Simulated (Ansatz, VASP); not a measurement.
Two plane-wave programs on Pt

```
Pt
1.0
     2.76125    0.00000    0.00000
    -1.38062    2.39131    0.00000
     0.00000    0.00000    4.77107
Pt
2
Direct
  0.33333 0.66667 0.25000
  0.66667 0.33333 0.75000
```

Alike in both runs: functional PBE; k mesh 17 × 17 × 9; occupations fermi-dirac, width 0.05 eV; no spin polarisation.

Ansatz relaxed the structure, and its values are those at the end. VASP's run is a single point on that final structure, the one shown.

|  | VASP | Ansatz |
| --- | --- | --- |
| version | VASP 6.6.1 | Ansatz 0.2.0 |
| potentials or method | VASP PAW PBE potentials, release 64 (Pt) | PAW with Ansatz's default frozen-core files, scalar-relativistic |
| plane-wave cutoff (eV) | 520 | 420 |
| valence electrons in the cell | 20 | 36 |

VASP gave:

```
pressure (GPa) : -0.5
```

Problem. What did Ansatz give for the same quantities?

Solution. Pressure (GPa): 0.0.

With one functional, cell and mesh, what is left measures potentials, basis and numerics. The two sets of potentials don't hold the same shells in valence.

The runs have no spin-orbit coupling, so splittings on Pt are missing.
